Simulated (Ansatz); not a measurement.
# CsPbCl3 (model cell, started as cubic perovskite with Pb in the octahedra): following an unstable mode, part 2 of 3

Wanted: the energy along a soft mode of CsPbCl3 (model cell, started as cubic perovskite with Pb in the octahedra) and the structure at the end.

Ansatz 0.2.0; DFT PBE, scalar-relativistic, plane waves, PAW; PAW set soft_1.

So far, highest frequency on the path or at a solved wavevector (cm⁻¹): step 2 (phonons on a q mesh) 248. Also lowest frequency on the path (cm⁻¹): step 2 -43.7.

## 6. Relaxation from the frozen mode

Starting from the lowest point found, all atoms and the cell are let go, so that strain and other modes of the same symmetry can join in.

Input file input.yaml:

```yaml
crystal:
  lattice:
    - [-5.7354216158, 0.0, 0.0]
    - [0.0, -5.7354216158, -5.7354216158]
    - [0.0, -5.7354216158, 5.7354216158]
  atoms:
    - { symbol: Cs, position: [0.0, 0.5, 0.5] }
    - { symbol: Cs, position: [0.0, 0.0, 0.0] }
    - { symbol: Pb, position: [0.5, 0.0, 0.5] }
    - { symbol: Pb, position: [0.5, 0.5, 0.0] }
    - { symbol: Cl, position: [0.5, 0.3023065295, 0.3023065295] }
    - { symbol: Cl, position: [0.5, 0.6976934705, 0.6976934705] }
    - { symbol: Cl, position: [0.5, 0.1976934705, 0.8023065295] }
    - { symbol: Cl, position: [0.5, 0.8023065295, 0.1976934705] }
    - { symbol: Cl, position: [0.0, 0.0, 0.5] }
    - { symbol: Cl, position: [0.0, 0.5, 0.0] }
kpoints:
  mp_grid: { grid: [6, 4, 4] }
hamiltonian:
  xc: pbe
  pseudopotentials: { kind: paw, azcp: { folder: soft_1 } }
scf:
  occupations: { method: fixed }
output:
  forces: true
  stress: true
  eigenvalues: true
relax:
  adjacent_minimum: "off"
  f_tol: 0.002
  max_steps: 120
  cell: { stress_tol: 0.03 }
```

Launch:

```bash
$ ansatz run input.yaml --threads 8 --pin off --max-ram 16384MiB --backend cpu --events-out ev --progress --plain --runs-dir out
```

Numbers of over 12 decimals in the logs are rounded to 6 here.

Output:

```text
[...]
Crystal: 10 atoms, lattice volume = 377.334 Å³
Basis set: ecut = 420 eV, 7419 PW (Γ), exchange–correlation on 80×120×120 points (8 copies of the dense FFT grid, shifted against one another)
Bands: 54, of which v1, the nominal top of the filled ones, is band 44 counted from 1 (43 counted from 0)
Symmetry: 16 space group operations
[...]
k-points: 24 of 96
[...]
SCF iter   1: F=—  HF=-41654.151999 eV  |F-HF|=—  |Δ(HF+E_count)|=         —  Δρ=2.27e-2  dr2=4.69e0  ethr=3.10e-3  ⟨swp⟩=5.8  Hψ=4776  notcnv=0  defer=164
[...]
SCF iter   8: F=-41651.888078 eV  HF=-41651.888078 eV  |F-HF|=2.28e-8  |Δ(HF+E_count)|=   1.01e-6  Δρ=2.31e-6  dr2=3.05e-8  ethr=1.14e-10  ⟨swp⟩=20.4  Hψ=9461  notcnv=0
SCF 1 converged in 8 iterations: F = -41651.888078 eV  dr2 = 3.05e-8
[...]
relax step   1: F+E_penalty+E_count = -41651.88807778 eV  Δ(F+E_penalty+E_count) = +0.000e0 eV  max|allowed force component| = 1.354e-2 eV/Å  Δτ_max = 0.0000 Å  P = -0.385 GPa  Ω = 377.334 Å³  (8 SCF iters, dr2 threshold 1.00e-7 eV, accepted)
Crystal: 10 atoms, lattice volume = 372.832 Å³
Basis set: ecut = 420 eV, 7363 PW (Γ), exchange–correlation on 80×120×120 points (8 copies of the dense FFT grid, shifted against one another)
[...]
iter 1 solved again at ethr=1.25e-6 eV; its pass at ethr=3.10e-3 eV (dr2=1.10e-3 eV) is discarded
[...]
SCF iter   5: F=-41651.906448 eV  HF=-41651.906448 eV  |F-HF|=5.90e-8  |Δ(HF+E_count)|=   1.05e-6  Δρ=4.11e-6  dr2=7.44e-8  ethr=1.14e-9  ⟨swp⟩=15.0  Hψ=7985  notcnv=0
SCF 2 converged in 5 iterations: F = -41651.906448 eV  dr2 = 7.44e-8
[...]
relax step   2: F+E_penalty+E_count = -41651.90644834 eV  Δ(F+E_penalty+E_count) = -1.837e-2 eV  max|allowed force component| = 2.620e-3 eV/Å  Δτ_max = 0.0060 Å  P = -0.165 GPa  Ω = 372.832 Å³  energy of the carried Pulay correction = +2.044e-4 eV  (5 SCF iters, dr2 threshold 1.00e-6 eV, accepted)
Crystal: 10 atoms, lattice volume = 368.767 Å³
Basis set: ecut = 420 eV, 7243 PW (Γ), exchange–correlation on 80×120×120 points (8 copies of the dense FFT grid, shifted against one another)
[...]
SCF iter   5: F=-41651.915100 eV  HF=-41651.915099 eV  |F-HF|=2.72e-7  |Δ(HF+E_count)|=   1.41e-6  Δρ=7.51e-6  dr2=1.90e-7  ethr=3.00e-10  ⟨swp⟩=14.8  Hψ=9310  notcnv=0
SCF 3 converged in 5 iterations: F = -41651.915100 eV  dr2 = 1.90e-7
relax step   3: F+E_penalty+E_count = -41651.91509961 eV  Δ(F+E_penalty+E_count) = -8.651e-3 eV  max|allowed force component| = 1.782e-2 eV/Å  Δτ_max = 0.0264 Å  P = +0.018 GPa  Ω = 368.767 Å³  energy of the carried Pulay correction = +3.926e-4 eV  (5 SCF iters, dr2 threshold 2.64e-7 eV, accepted)
[...]
relax step   4: F+E_penalty+E_count = -41651.91613291 eV  Δ(F+E_penalty+E_count) = -1.033e-3 eV  max|allowed force component| = 7.998e-3 eV/Å  Δτ_max = 0.0218 Å  P = +0.012 GPa  Ω = 368.364 Å³  energy of the carried Pulay correction = +4.114e-4 eV  (6 SCF iters, dr2 threshold 1.98e-8 eV, accepted)
[...]
relax step   5: F+E_penalty+E_count = -41651.91637816 eV  Δ(F+E_penalty+E_count) = -2.452e-4 eV  max|allowed force component| = 7.855e-4 eV/Å  Δτ_max = 0.0179 Å  P = -0.002 GPa  Ω = 368.167 Å³  energy of the carried Pulay correction = +4.206e-4 eV  (6 SCF iters, dr2 threshold 4.00e-9 eV, accepted)
Basis set: ecut = 420 eV, 7211 PW (Γ), exchange–correlation on 80×108×108 points (8 copies of the dense FFT grid, shifted against one another)
[...]
SCF iter   5: F=-41651.915987 eV  HF=-41651.915987 eV  |F-HF|=9.46e-11  |Δ(HF+E_count)|=  1.53e-10  Δρ=5.05e-8  dr2=3.53e-12  ethr=1.00e-12  ⟨swp⟩=20.0  Hψ=9058  notcnv=0
SCF 6 converged in 5 iterations: F = -41651.915987 eV  dr2 = 3.53e-12
relax step   6: F+E_penalty+E_count = -41651.91598745 eV  Δ(F+E_penalty+E_count) = +3.907e-4 eV  max|allowed force component| = 7.812e-4 eV/Å  Δτ_max = 0.0000 Å  P = -0.003 GPa  Ω = 368.167 Å³  stress off target by 3.51e-3 GPa  SCF on the basis re-selected at this cell (its energy is not comparable with the rows above)  (5 SCF iters)
basis re-selected at this cell: Δ(F+E_penalty+E_count) = +3.907e-4 eV, ΔP = -0.001 GPa vs the last step (what re-selecting the basis moved, of the pressure what is left beyond the Pulay correction that the steps carried, after the strain that the cell walked since its last selection, with what the two solves' SCF thresholds leave and, on support functions, any second-order correction that the steps lacked; it is no measure of the basis error at this ecutwfc). The dense FFT grid was sized anew with the basis: this SCF ran on 40×54×54 points, the steps before it on 40×60×60, so part of this shift can come from that change (see relax.cell in the input reference). [rest of the remark cut]
SCF converged after 5 iterations
Free energy (F): -41651.915987 eV
[...]
Internal energy: -41651.915987 eV  (E = F + TS)
E sigma→0 (E₀):  -41651.915987 eV
Fermi energy:    3.034654 eV
[...]
--- Forces (eV/Å), atoms counted from 1 ---
  atom   1  Cs     0.00000000    -0.00000000     0.00000000
  atom   2  Cs     0.00000000    -0.00000000    -0.00000000
  atom   3  Pb     0.00000000     0.00000000     0.00000000
  atom   4  Pb     0.00000000     0.00000000     0.00000000
  atom   5  Cl     0.00000000     0.00078123     0.00000000
  atom   6  Cl    -0.00000000    -0.00078123    -0.00000000
  atom   7  Cl     0.00000000     0.00000000    -0.00078123
  atom   8  Cl    -0.00000000    -0.00000000     0.00078123
  atom   9  Cl     0.00000000     0.00000000     0.00000000
  atom  10  Cl     0.00000000     0.00000000    -0.00000000
  max |Σ_I F_I| component: 9.55e-19 eV/Å
--- Stress (GPa, compression-positive) ---
       -0.001771      -0.000000       0.000000
       -0.000000      -0.003508      -0.000000
        0.000000      -0.000000      -0.003508
  P = ⅓ Tr σ = -0.0029 GPa (-0.029 kbar)
--- Band table (eV; the first three rows and the last of 24) ---
  k-point 0: bands = [... 40 lower, 1.3355, 1.3355, 1.4347, 2.4133, 6.0657, 6.0657, 7.2190, 8.0996, ... 6 higher]
  k-point 1: bands = [... 40 lower, 1.2445, 1.3285, 1.5114, 2.0460, 6.4194, 6.5267, 7.5001, 8.2119, ... 6 higher]
  k-point 2: bands = [... 40 lower, 1.2442, 1.2442, 1.5849, 1.5849, 7.2825, 7.2825, 7.4546, 7.4546, ... 6 higher]
  k-point 23: bands = [... 40 lower, 1.4499, 1.4499, 2.3913, 2.3913, 5.8651, 5.8651, 5.9780, 5.9780, ... 6 higher]
--- Relaxed structure (5 steps of the walk, 5 accepted, 1 SCFs on fresh bases) ---
  F+E_penalty+E_count = -41651.91598745 eV   max|allowed force component| = 7.812e-4 eV/Å   (the final SCF, on the basis selected at the relaxed cell)
  cell:  # Å, volume = 368.1673 Å³
    - [-5.800835, 0, 0]
    - [0, -5.633293, -5.633293]
    - [0, -5.633293, 5.633293]
  atoms:
    - { symbol: Cs, position: [0, 0.5, 0.5] }
    - { symbol: Cs, position: [0, 0, 0] }
    - { symbol: Pb, position: [0.5, 0.0, 0.5] }
    - { symbol: Pb, position: [0.5, 0.5, 0.0] }
    - { symbol: Cl, position: [0.5, 0.308599, 0.308599] }
    - { symbol: Cl, position: [0.5, 0.691401, 0.691401] }
    - { symbol: Cl, position: [0.5, 0.191401, 0.808599] }
    - { symbol: Cl, position: [0.5, 0.808599, 0.191401] }
    - { symbol: Cl, position: [0, 0.0, 0.5] }
    - { symbol: Cl, position: [0, 0.5, 0.0] }
```

Run time: 30 s. Hardware: 8 threads of Arm Neoverse V1, shared host; peak memory 1.4 GiB.

Step by step:

| step | energy less that of the first step (eV) | largest force component (eV/Å) | pressure (GPa) | volume (Å³) |
| --- | --- | --- | --- | --- |
| 1 | 0.0000 | 0.0135 | -0.38 | 377.33 |
| 2 | -0.0184 | 0.0026 | -0.17 | 372.83 |
| 3 | -0.0270 | 0.0178 | 0.02 | 368.77 |
| 4 | -0.0281 | 0.0080 | 0.01 | 368.36 |
| 5 | -0.0283 | 0.0008 | 0.00 | 368.17 |
| 6* | -0.0279 | 0.0008 | 0.00 | 368.17 |

Relaxation steps marked * repeat the geometry before them on a plane-wave basis chosen anew for their cell, so energy and pressure can jump there.

Forces are held to the 16 operations that the run works with; a distortion that breaks them can't arise in this run.

| cell as run | before | after | change |
| --- | --- | --- | --- |
| a (Å) | 5.735 | 5.801 | +1.1 % |
| b (Å) | 8.111 | 7.967 | -1.8 % |
| c (Å) | 8.111 | 7.967 | -1.8 % |
| volume (Å³/atom) | 37.73 | 36.82 | -2.4 % |

The atoms that moved most (Å, as changes of fractional coordinates times the final cell):

| atom | dx | dy | dz | length |
| --- | --- | --- | --- | --- |
| Cl6 | 0.000 | 0.071 | 0.000 | 0.071 |
| Cl7 | 0.000 | 0.000 | 0.071 | 0.071 |
| Cl8 | 0.000 | 0.000 | -0.071 | 0.071 |
| Cl5 | 0.000 | -0.071 | 0.000 | 0.071 |

Final coordinates:

```cif
data_structure
_symmetry_space_group_name_H-M 'P 1'
_symmetry_Int_Tables_number 1
_cell_length_a 5.8008
_cell_length_b 7.9667
_cell_length_c 7.9667
_cell_angle_alpha 90.000
_cell_angle_beta 90.000
_cell_angle_gamma 90.000
_cell_volume 368.17
loop_
_atom_site_label
_atom_site_type_symbol
_atom_site_fract_x
_atom_site_fract_y
_atom_site_fract_z
_atom_site_occupancy
Cs1 Cs 0.00000 0.50000 0.50000 1
Cs2 Cs 0.00000 0.00000 0.00000 1
Pb3 Pb 0.50000 0.00000 0.50000 1
Pb4 Pb 0.50000 0.50000 0.00000 1
Cl5 Cl 0.50000 0.30860 0.30860 1
Cl6 Cl 0.50000 0.69140 0.69140 1
Cl7 Cl 0.50000 0.19140 0.80860 1
Cl8 Cl 0.50000 0.80860 0.19140 1
Cl9 Cl 0.00000 0.00000 0.50000 1
Cl10 Cl 0.00000 0.50000 0.00000 1
```

Numbers from this step:

```yaml
pressure: -0.002929 GPa
gap_on_the_k_mesh: 2.393 eV
volume_per_atom: 36.82 Å³
```

The distorted start has space group P4/mbm; the relaxation ends in P4/mbm.

## 7. The new phase in its own primitive cell

The relaxed structure is symmetrised, reduced to its primitive cell and relaxed tightly, as its phonons need.

Input file input.yaml:

```yaml
crystal:
  lattice:
    - [7.9666799588, 0.0, 0.0]
    - [0.0, 7.9666799588, 0.0]
    - [0.0, 0.0, 5.8008351504]
  atoms:
    - { symbol: Cs, position: [0.5, 0.0, 0.0] }
    - { symbol: Cs, position: [0.0, 0.5, 0.0] }
    - { symbol: Pb, position: [0.0, 0.0, 0.5] }
    - { symbol: Pb, position: [0.5, 0.5, 0.5] }
    - { symbol: Cl, position: [0.3085991249, 0.8085991249, 0.5] }
    - { symbol: Cl, position: [0.6914008751, 0.1914008751, 0.5] }
    - { symbol: Cl, position: [0.1914008751, 0.3085991249, 0.5] }
    - { symbol: Cl, position: [0.8085991249, 0.6914008751, 0.5] }
    - { symbol: Cl, position: [0.0, 0.0, 0.0] }
    - { symbol: Cl, position: [0.5, 0.5, 0.0] }
kpoints:
  mp_grid: { grid: [4, 4, 6] }
hamiltonian:
  xc: pbe
  pseudopotentials: { kind: paw, azcp: { folder: soft_1 } }
scf:
  occupations: { method: fixed }
output:
  forces: true
  stress: true
  eigenvalues: true
relax:
  adjacent_minimum: "off"
  f_tol: 0.001
  max_steps: 60
  cell: { stress_tol: 0.01 }
```

Output:

```text
[...]
Crystal: 10 atoms, lattice volume = 368.167 Å³
Basis set: ecut = 420 eV, 7211 PW (Γ), exchange–correlation on 108×108×80 points (8 copies of the dense FFT grid, shifted against one another)
Bands: 54, of which v1, the nominal top of the filled ones, is band 44 counted from 1 (43 counted from 0)
Symmetry: 16 space group operations
[...]
k-points: 24 of 96
[...]
- { symbol: Cs, position: [0.0, 0.500000, 0.0] }
    - { symbol: Pb, position: [0.0, 0.0, 0.5] }
    - { symbol: Pb, position: [0.500000, 0.500000, 0.5] }
    - { symbol: Cl, position: [0.308599, 0.808599, 0.5] }
    - { symbol: Cl, position: [0.691401, 0.191401, 0.5] }
    - { symbol: Cl, position: [0.191401, 0.308599, 0.5] }
    - { symbol: Cl, position: [0.808599, 0.691401, 0.5] }
    - { symbol: Cl, position: [0.0, 0.0, 0.0] }
    - { symbol: Cl, position: [0.500000, 0.500000, 0.0] }
[key lines of the parts left out:]
SCF converged after 8 iterations
Free energy (F): -41651.915987 eV
Fermi energy:    3.034654 eV
P = ⅓ Tr σ = -0.0029 GPa (-0.029 kbar)
```

Wall time 12 s (8 threads); peak memory 1.3 GiB; 88 s of CPU time.

Little changed from the start: no atom moved by 0.005 Å and no cell edge by 0.1 %.

This step gave:

| Item | Value |
| --- | --- |
| direct gap on mesh | 2.393 eV |

The largest force component left is 0.55 meV/Å and the pressure is -0.003 GPa, within the tolerances set. The cell now holds 36.82 Å³/atom.

(Part 2 of 3 ends here.)

[Logs are printed without paths, hosts, clocks, repeated set-up lines and the standing remarks that a program may print on its own settings, such as how far it seeks lower states.]

[Hosts, paths, dates, database ids (printed as entryN), source tags and the programs' standing remarks are cut or masked in the printed files.]
